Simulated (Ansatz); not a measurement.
# Calculated field gradients at the nuclei for TiO2

The cell is a computed structure from the Materials Project (it need not be an observed phase), atoms as given.

Space group I4/m (No. 87); a = 10.1949, c = 2.9674 Å.

```
site  Wyckoff  site symmetry       x       y       z
  Ti       8h            m..  0.1726  0.3555  0.0000
  O5       8h            m..  0.9590  0.6637  0.5000
  O9       8h            m..  0.7910  0.8434  0.0000
```

One atom of each set is listed; the run and its k-mesh use a cell of 12 atoms with edges of 7.36, 7.36, 7.36 Å.

Computed with Ansatz: DFT, r2SCAN, plane waves and PAW, scalar-relativistic, 500 eV cutoff, Γ-centred 8×8×8 k-points, Fermi–Dirac smearing 0.02 eV.

V_zz is the principal component of the electric field gradient with the largest magnitude, η = (V_xx − V_yy)/V_zz and C_Q = eQV_zz/h. ν_Q = 3|C_Q|/[2I(2I − 1)].

47Ti: I = 5/2, Q = 302.0 mb; ¹⁷O: I = 5/2, Q = -25.58 mb. Nuclear quadrupole moments: year-2017 set (Pyykkö).

```
site  atoms          first shell  C_Q (MHz)     η  ν_Q (MHz)
  Ti      4   6 O at 1.89–2.06 Å      -16.3  0.98       2.44
  O5      4  3 Ti at 1.89–2.01 Å       1.29  0.05      0.193
  O9      4  3 Ti at 1.92–2.06 Å     -0.493  0.32      0.074
```

At O5 V_zz stands upright on the plane through its three neighbours (within 1°).

Where η is near 1 the sign of V_zz means little.
